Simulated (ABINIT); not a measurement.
## LiCl (Fm-3m): G0W0 with ABINIT, start to end

Aim: the G0W0 gap of LiCl (Fm-3m) on PBE, step by step.

Program: ABINIT 10.8.3. Level of theory: PBE and many-body steps on it, plane waves. Results are calculated unless marked as measured.

**1. The starting structure**

The structure is cubic, space group Fm-3m (No. 225). Conventional cell: a = 5.143 Å, b = 5.143 Å, c = 5.143 Å, α = 90.00°, β = 90.00°, γ = 90.00°. Li has 6 Cl at 2.57 Å nearest. Nearest to Cl lie 6 Li at 2.57 Å. Farther neighbours and most contacts between anions are not listed.

The cell and positions come from the Crystallography Open Database and are kept as given unless a step says otherwise.

**2. Ground state**

This step: ABINIT 10.8.3; DFT, PBE, plane waves, norm-conserving pseudopotentials.

The ground-state density comes first.

Input file run.abi:

```
acell 3*1.0 Angstrom
rprim 
  0.000000000000 2.571500000000 2.571500000000
  2.571500000000 0.000000000000 2.571500000000
  2.571500000000 2.571500000000 -0.000000000000
ntypat 2
znucl 3 17
natom 2
typat 1 2
xred 
  0.000000000000 0.000000000000 0.000000000000
  0.500000000000 0.500000000000 0.500000000000
pp_dirpath "pseudos"
pseudos "Li.upf, Cl.upf"
ecut 33
ngkpt 8 8 8
nshiftk 1
shiftk 0 0 0
kptopt 1
chksymbreak 0
nband 10
occopt 1
tolvrs 1e-10
nstep 60
prtwf 0
optforces 0
optstress 0
indata_prefix "in"
outdata_prefix "out"
tmpdata_prefix "tmp"
```

Run with:

```
> OMP_NUM_THREADS=1 mpirun -n 4 abinit run.abi > log
```

Numbers of over 12 decimals in the logs are rounded to 6 here.

The program printed:

```text
.Version 10.8.3 of ABINIT. v10.8.2 released Aug 2026.

 Symmetries : space group Fm -3 m (#225); Bravais cF (face-center cubic)
================================================================================
 Values of the parameters that define the memory need of the present run
     intxc =       0    ionmov =       0      iscf =       7    lmnmax =       6
     lnmax =       6     mgfft =      36  mpssoang =       3    mqgrid =    3001
     natom =       2  nloc_mem =       1    nspden =       1   nspinor =       1
    nsppol =       1      nsym =      48    n1xccc =    2501    ntypat =       2
    occopt =       1   xclevel =       2
-    mband =          10        mffmem =           1         mkmem =           8
       mpw =        2120          nfft =       46656          nkpt =          29
================================================================================
  Rough estimation (10% accuracy) of disk space for files :
================================================================================

--------------------------------------------------------------------------------
------------- Echo of variables that govern the present computation ------------
--------------------------------------------------------------------------------
 -outvars: echo values of preprocessed input variables --------
            acell      1.8897261259E+00  1.8897261259E+00  1.8897261259E+00 Bohr

      chksymbreak           0
             ecut      3.30000000E+01 Hartree
-          fftalg         312

              ixc     -101130
              kpt      0.00000000E+00  0.00000000E+00  0.00000000E+00
                       1.25000000E-01  0.00000000E+00  0.00000000E+00
                       2.50000000E-01  0.00000000E+00  0.00000000E+00
                       3.75000000E-01  0.00000000E+00  0.00000000E+00
                       5.00000000E-01  0.00000000E+00  0.00000000E+00
                       1.25000000E-01  1.25000000E-01  0.00000000E+00
                       2.50000000E-01  1.25000000E-01  0.00000000E+00
                       3.75000000E-01  1.25000000E-01  0.00000000E+00
                       5.00000000E-01  1.25000000E-01  0.00000000E+00
   [... 18 further rows ...]
                      -3.75000000E-01  5.00000000E-01  1.25000000E-01
                      -2.50000000E-01  5.00000000E-01  2.50000000E-01
         kptrlatt        8    0    0      0    8    0      0    0    8
          kptrlen      5.49781828E+01
P           mkmem           8
            natom           2
            nband          10
            ngfft          36      36      36
             nkpt          29
            nstep          60
             nsym          48
           ntypat           2
              occ      2.000000  2.000000  2.000000  2.000000  2.000000  0.000000
                       0.000000  0.000000  0.000000  0.000000
        optforces           0
        optstress           0
            prtwf           0
            rprim      0.0000000000E+00  2.5715000000E+00  2.5715000000E+00
[...]
spgroup         225

           tolvrs      1.00000000E-10

             xred      0.0000000000E+00  0.0000000000E+00  0.0000000000E+00
[...]
znucl        3.00000   17.00000

================================================================================

 chkinp: Checking input parameters for consistency.

================================================================================
== DATASET  1 ==================================================================
-   mpi_nproc: 4, omp_nthreads: 1 (-1 if OMP is not activated)

--- !DatasetInfo
iteration_state: {dtset: 1, }
dimensions: {natom: 2, nkpt: 29, mband: 10, nsppol: 1, nspinor: 1, nspden: 1, mpw: 2120, }
cutoff_energies: {ecut:  33.0, pawecutdg:  -1.0, }
electrons: {nelect:   1.00000000E+01, charge:   0.00000000E+00, occopt:   1.00000000E+00, tsmear:   1.00000000E-02, }

 Real(R)+Recip(G) space primitive vectors, cartesian coordinates (Bohr,Bohr^-1):
 R(1)=  0.0000000  4.8594307  4.8594307  G(1)= -0.1028927  0.1028927  0.1028927
 R(2)=  4.8594307  0.0000000  4.8594307  G(2)=  0.1028927 -0.1028927  0.1028927
 R(3)=  4.8594307  4.8594307  0.0000000  G(3)=  0.1028927  0.1028927 -0.1028927
 Unit cell volume ucvol=  2.2950185E+02 bohr^3
 Angles (23,13,12)=  6.00000000E+01  6.00000000E+01  6.00000000E+01 degrees

 getcut: wavevector=  0.0000  0.0000  0.0000  ngfft=  36  36  36
         ecut(hartree)=     33.000   => boxcut(ratio)=   2.02572

--- Pseudopotential description ------------------------------------------------
- Li Generated using ONCVPSP code by D. R. Hamann
-  3.00000   3.00000  171031                  znucl, zion, pspdat
12 -101130 1 -1 1944                          pspcod,pspxc,lmax,lloc,mmax
     nproj     2     2     0
  pspatm : epsatm=    2.74360059
         --- l  ekb(1:nproj) -->
[...]
pspatm: atomic psp has been read  and splines computed

- Cl Generated using ONCVPSP code by D. R. Hamann
- 17.00000   7.00000  171031                  znucl, zion, pspdat
12 -101130 2 -1 1028                          pspcod,pspxc,lmax,lloc,mmax
     nproj     2     2     2
  pspatm : epsatm=    9.12776517
         --- l  ekb(1:nproj) -->
[...]
2   -2.938609   -0.805455
 pspatm: atomic psp has been read  and splines computed

   1.18713658E+02                                ecore*ucvol(ha*bohr**3)
--------------------------------------------------------------------------------

_setup2: Arith. and geom. avg. npw (full set) are    2077.611    2077.588

================================================================================

--- !BeginCycle
iteration_state: {dtset: 1, }
solver: {iscf: 7, nstep: 60, nline: 4, wfoptalg: 0, }
tolerances: {tolvrs: 1.00E-10, }

     iter   Etot(hartree)      deltaE(h)  residm     vres2
 ETOT  1  -23.725085250753    -2.373E+01 5.349E-02 2.825E+01
 ETOT  2  -23.736481926495    -1.140E-02 4.901E-03 2.665E+00
 ETOT  3  -23.736896654719    -4.147E-04 5.779E-04 1.045E-01
 ETOT  4  -23.736901875480    -5.221E-06 3.884E-04 3.541E-03
 ETOT  5  -23.736901999553    -1.241E-07 3.500E-04 3.623E-05
 ETOT  6  -23.736902000918    -1.365E-09 7.767E-05 7.094E-07
 ETOT  7  -23.736902000948    -3.048E-11 1.372E-04 1.184E-08
 ETOT  8  -23.736902000949    -5.507E-13 1.638E-05 2.057E-10
 ETOT  9  -23.736902000950    -6.573E-13 4.847E-05 1.591E-12

 At SCF step    9       vres2   =  1.59E-12 < tolvrs=  1.00E-10 =>converged.

--- !ResultsGS
iteration_state: {dtset: 1, }
comment   : Summary of ground state results
lattice_vectors:
- [  0.0000000,   4.8594307,   4.8594307, ]
- [  4.8594307,   0.0000000,   4.8594307, ]
- [  4.8594307,   4.8594307,  -0.0000000, ]
lattice_lengths: [   6.87227,    6.87227,    6.87227, ]
lattice_angles: [ 60.000,  60.000,  60.000, ] # degrees, (23, 13, 12)
lattice_volume:   2.2950185E+02
convergence: {deltae: -6.573E-13, res2:  1.591E-12, residm:  4.847E-05, diffor:  0.000E+00, }
etotal    :  -2.37369020E+01
entropy   :   0.00000000E+00
fermie    :   7.07449410E-03
cartesian_stress_tensor: null
pressure_GPa: null
xred      :
- [  0.0000E+00,   0.0000E+00,   0.0000E+00, Li]
- [  5.0000E-01,   5.0000E-01,   5.0000E-01, Cl]
cartesian_forces: null
force_length_stats: {min: null, max: null, mean: null, }

 Integrated electronic density in atomic spheres:
 ------------------------------------------------
 Atom  Sphere_radius  Integrated_density
    1        2.00000          2.17088333
    2        2.00000          5.10754524
================================================================================

 ----iterations are completed or convergence reached----

 Mean square residual over all n,k,spin=   19.560E-08; max=  48.473E-06
 reduced coordinates (array xred) for    2 atoms
       0.000000000000      0.000000000000      0.000000000000
       0.500000000000      0.500000000000      0.500000000000
 rms dE/dt=  0.0000E+00; max dE/dt=  0.0000E+00; dE/dt below (all hartree)
    1       0.000000000000      0.000000000000      0.000000000000
    2       0.000000000000      0.000000000000      0.000000000000

 cartesian coordinates (angstrom) at end:
    1      0.000000     0.000000     0.000000
    2      2.571500     2.571500     2.571500
 length scales=  1.889726125908  1.889726125908  1.889726125908 bohr
              =  1.000000000000  1.000000000000  1.000000000000 angstroms
 prteigrs : about to open file out_EIG
 Fermi (or HOMO) energy (hartree) =   0.00707   Average Vxc (hartree)=  -0.32134
 Eigenvalues (hartree) for nkpt=  29  k points:
 kpt#   1, nband= 10, wtk=  0.00195, kpt=  0.0000  0.0000  0.0000 (reduced coord)
  -1.59114   -0.48424    0.00707    0.00707    0.00707    0.23803    0.44044    0.44044
   0.44044    0.53344
 prteigrs : prtvol=0 or 1, do not print more k-points.

--- !EnergyTerms
iteration_state     : {dtset: 1, }
comment             : Components of total free energy in Hartree
kinetic             :  1.08076392581941E+01
hartree             :  3.82436065164392E+00
xc                  : -6.21216049699690E+00
Ewald energy        : -1.60353546846629E+01
psp_core            :  5.17266677756038E-01
local_psp           : -1.42412904835214E+01
non_local_psp       : -2.39736292336241E+00
total_energy        : -2.37369020009496E+01
total_energy_eV     : -6.45914008630839E+02
band_energy         : -4.34374594158831E+00

== END DATASET(S) ==============================================================
================================================================================

 -outvars: echo values of variables after computation  --------
           etotal     -2.3736902001E+01
            nband          10
             nkpt          29
          spgroup         225
 [... the other variables as echoed above ...]

 Calculation completed.
```

It took 15 s on 4 MPI ranks of AMD EPYC 7571, shared host; peak memory 0.31 GiB.

This step gave:

```
total energy               : -645.9140 eV
gap                        : 6.285 eV
k of the valence top       : 0, 0, 0
k of the conduction bottom : 0, 0, 0
least direct gap           : 6.285 eV
```

The gap is direct, at Γ.

[end of part 1 of 3]

[Paths, hosts, dates, memory and timing lines, banners, echoed tables and standing remarks are left out of the program output.]

[Logs are printed without paths, hosts, clocks, repeated set-up lines and the standing remarks that a program may print on its own settings, such as how far it seeks lower states.]

[Runs of the session that timed out or met a known fault of the program may be left out.]

[Hosts, paths, dates, database ids (printed as entryN), source tags and the programs' standing remarks are cut or masked in the printed files.]

[G0W0 gaps are taken among the corrected bands and points alone; a level outside them can change the order at an edge.]

[Where Ansatz stands beside ABINIT at settings called matched, ABINIT's density can come from a denser mesh and the files from another edition; pairs whose starting gaps differed by over 0.03 eV were left out, so agreement reads better than it is.]
